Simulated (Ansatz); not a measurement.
**Co: element swaps in one structure**

The task here is to estimate one member of a computed series from the others.

Program: Ansatz 0.2.0. Level of theory: DFT PBE, scalar-relativistic, plane waves, PAW. These are calculated values, not measurements.

3 further runs of the same task are left out: 3 set aside as unsound or not needed.

**Starting point**

It takes space group P6_3/mmc (No. 194, hexagonal). Conventional cell: a = 2.492 Å, b = 2.492 Å, c = 4.033 Å, α = 90.00°, β = 90.00°, γ = 120.00°. Co (site symmetry -6m2) has 12 Co at 2.48 to 2.49 Å as nearest neighbours.

Coordinates:

```
CELL_PARAMETERS angstrom
2.49226 0.00000 0.00000
-1.24613 2.15836 0.00000
0.00000 0.00000 4.03332
ATOMIC_POSITIONS crystal
Co 0.33333 0.66667 0.25000
Co 0.66667 0.33333 0.75000
```

It goes back to an entry of the Materials Project.

It is the result of an earlier relaxation at this level (volume 10.85 Å³/atom; gap on the mesh: none (metal), site moments up to 1.7 μB).

The first run:

The input, input.yaml:

```yaml
crystal:
  lattice:
    - [2.4658123606, 0.0, 0.0]
    - [-1.2329061803, 2.1354561452, 0.0]
    - [0.0, 0.0, 3.9905246674]
  atoms:
    - { symbol: Ni, position: [0.3333333333, 0.6666666667, 0.25], spin: 2.0 }
    - { symbol: Ni, position: [0.6666666667, 0.3333333333, 0.75], spin: 2.0 }
basis:
  ecutwfc: 420
kpoints:
  mp_grid: { grid: [12, 12, 4] }
hamiltonian:
  xc: pbe
scf:
  occupations: { method: gaussian, width: 0.1 }
  lower_state_search: "off"
output:
  forces: true
  stress: true
  eigenvalues: true
  populations: true
magnetization:
  spin_polarized: true
```

The run is started by

```
$ ansatz run input.yaml --threads 1 --pin off --max-ram 2560MiB --backend cpu --events-out ev --progress --plain --runs-dir out
```

Steps of the session up to this table: Quick check of gap, pressure and forces (Ni); Coarse relaxation (Ni); The relaxation (Ni).

One table of the session follows, with a row left open; its other results are not shown here.

It belongs to the step «The crystals compared». Lengths are those of the vectors of the cell that was run:

| swap | volume (Å³/atom) | a (Å) | b (Å) | c (Å) | moment (μB/cell) |
| --- | --- | --- | --- | --- | --- |
| none | 10.85 | 2.492 | 2.492 | 4.033 | 3.20 |
| Co → Mn | 10.71 | 2.481 | 2.481 | 4.016 | 0.00 |
| Co → Ba | 63.48 | 4.469 | 4.469 | 7.341 | 0.00 |
| Co → Ca | 42.36 | 3.905 | 3.905 | 6.416 | 0.00 |
| Co → Ni | ? | ? | ? | ? | ? |

Q: Estimate the row for Co → Ni from the others.

**Answer.** volume (Å³/atom): 10.91; a (Å): 2.483; b (Å): 2.483; c (Å): 4.089; moment (μB/cell): 1.25. In the column «volume (Å³/atom)» it lies between none (10.85) and Co → Ca (42.36).

Lengths are those of the computed cell. Rows of earlier swaps come from the sessions before.
